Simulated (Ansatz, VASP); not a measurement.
**Ta2N: VASP beside Ansatz**

File INCAR:

```
SYSTEM = Ta2N
ALGO = Normal ; EDIFF = 1E-6
ENCUT = 520 ; GGA = PS
ISIF = 2 ; ISMEAR = 0
LASPH = .TRUE. ; LCHARG = .FALSE.
LREAL = .FALSE. ; LWAVE = .FALSE.
NBANDS = 50 ; NELM = 100
PREC = Accurate ; SIGMA = 0.1
```

KPOINTS

```
k-points
0
G
  6 6 4
  0 0 0
```

The input POSCAR:

```
Ta2N
1.0
    5.2965720514      0.0000000000      0.0000000000
   -2.6482860257      4.5869659495      0.0000000000
    0.0000000000      0.0000000000      4.9391825701
Ta N
6 3
Direct
    0.6663616700      0.6663616700      0.7536182600
    0.0000000000      0.3336383300      0.7536182600
    0.3336383300      0.0000000000      0.7536182600
    0.3336383300      0.3336383300      0.2463817400
    0.0000000000      0.6663616700      0.2463817400
    0.6663616700      0.0000000000      0.2463817400
    0.6666666700      0.3333333300      0.5000000000
    0.3333333300      0.6666666700      0.5000000000
    0.0000000000      0.0000000000      0.0000000000
```

Input for Ansatz:

```yaml
crystal:
  lattice:
    - [5.2965720514, 0.0, 0.0]
    - [-2.6482860257, 4.5869659495, 0.0]
    - [0.0, 0.0, 4.9391825701]
  atoms:
    - { symbol: Ta, position: [0.66636167, 0.66636167, 0.75361826] }
    - { symbol: Ta, position: [0.0, 0.33363833, 0.75361826] }
    - { symbol: Ta, position: [0.33363833, 0.0, 0.75361826] }
    - { symbol: Ta, position: [0.33363833, 0.33363833, 0.24638174] }
    - { symbol: Ta, position: [0.0, 0.66636167, 0.24638174] }
    - { symbol: Ta, position: [0.66636167, 0.0, 0.24638174] }
    - { symbol: "N", position: [0.66666667, 0.33333333, 0.5] }
    - { symbol: "N", position: [0.33333333, 0.66666667, 0.5] }
    - { symbol: "N", position: [0.0, 0.0, 0.0] }
basis:
  ecutwfc: 420
kpoints:
  mp_grid: { grid: [6, 6, 4] }
hamiltonian:
  xc: pbesol
scf:
  occupations: { method: gaussian, width: 0.1 }
output:
  forces: true
  stress: true
  eigenvalues: true
```

The cell comes from a database or a generator and needn't be the stable form of this composition.

Alike in both runs: task single point; functional PBEsol; k mesh 6 × 6 × 4; occupations gaussian, width 0.1 eV; no spin polarisation.

|  | VASP | Ansatz |
| --- | --- | --- |
| version | VASP 6.6.1 | Ansatz 0.2.0 |
| potentials or method | VASP PAW PBE potentials, release 64 (Ta_pv, N) | scalar-relativistic, plane waves, PAW |
| plane-wave cutoff (eV) | 520 | 420 |
| valence electrons in the cell | 81 | 93 |

```tsv
	VASP	Ansatz	Ansatz less VASP
gap on the k mesh at the Fermi level (eV)	none	none	-
pressure (GPa)	-4.8	-5.3	-0.52
largest component of the traceless stress (GPa)	0.29	0.27	-0.022
rms of the force components (eV/Å)	0.045	0.053	+0.0076
```

Atom by atom the forces differ by 0.008 eV/Å (rms over components). A gap of «none» marks a metal or a gap that the smearing closes. The two sets of potentials don't hold the same shells in valence.

Caveats: the PAW data sets were made with another functional, which shifts forces and pressure a little (VASP). Spin-orbit coupling is left out, which matters for the levels of Ta.
